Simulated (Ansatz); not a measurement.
The system is WS2 (Tungstenite).

```
CELL_PARAMETERS angstrom
3.18000 0.00000 0.00000
-1.59000 2.75396 0.00000
0.00000 0.00000 12.50000
ATOMIC_POSITIONS crystal
W 0.66667 0.33333 0.75000
W 0.33333 0.66667 0.25000
S 0.66667 0.33333 0.37500
S 0.33333 0.66667 0.87500
S 0.66667 0.33333 0.12500
S 0.33333 0.66667 0.62500
```

```yaml
Program: Ansatz 0.2.0
Task: relaxation of cell and atoms
Functional: PBE
Dispersion: D3(BJ)
Potentials_or_basis: Ansatz PAW
Cutoff: "420 eV (not typed: the program's choice for these potentials)"
k_mesh: 10 × 10 × 3
Occupations: fermi-dirac, width 0.05 eV
Spin: no spin polarisation
```

At the start: volume 18.24 Å³/atom.

Question: Where does the relaxation end?

Answer: It ends after 5 steps and the volume is 17.43 Å³/atom (-4.4 %); space group P6_3/mmc (No. 194, to 0.05 Å).

Step by step:
| step | energy change (eV) | largest force (eV/Å) | volume (Å³) |
| --- | --- | --- | --- |
| 1 | 0.0000 | 0.1355 | 109.47 |
| 2 | -0.0322 | 0.0242 | 105.52 |
| 3 | -0.0337 | 0.0233 | 104.43 |
| 4 | -0.0337 | 0.0014 | 104.60 |
| 5 | -0.0330 | 0.0013 | 104.60 |

Final structure:
```yaml
crystal:
  lattice:
    - [3.15381, 0.00000, 0.00000]
    - [-1.57691, 2.73128, 0.00000]
    - [0.00000, 0.00000, 12.14326]
  atoms:
    - { symbol: W, position: [0.66667, 0.33333, 0.75000] }
    - { symbol: W, position: [0.33333, 0.66667, 0.25000] }
    - { symbol: S, position: [0.66667, 0.33333, 0.37969] }
    - { symbol: S, position: [0.33333, 0.66667, 0.87969] }
    - { symbol: S, position: [0.66667, 0.33333, 0.12031] }
    - { symbol: S, position: [0.33333, 0.66667, 0.62031] }
```

Caveat: the plane-wave basis is chosen anew once the cell has moved, so the energies of steps on either side of that aren't comparable.
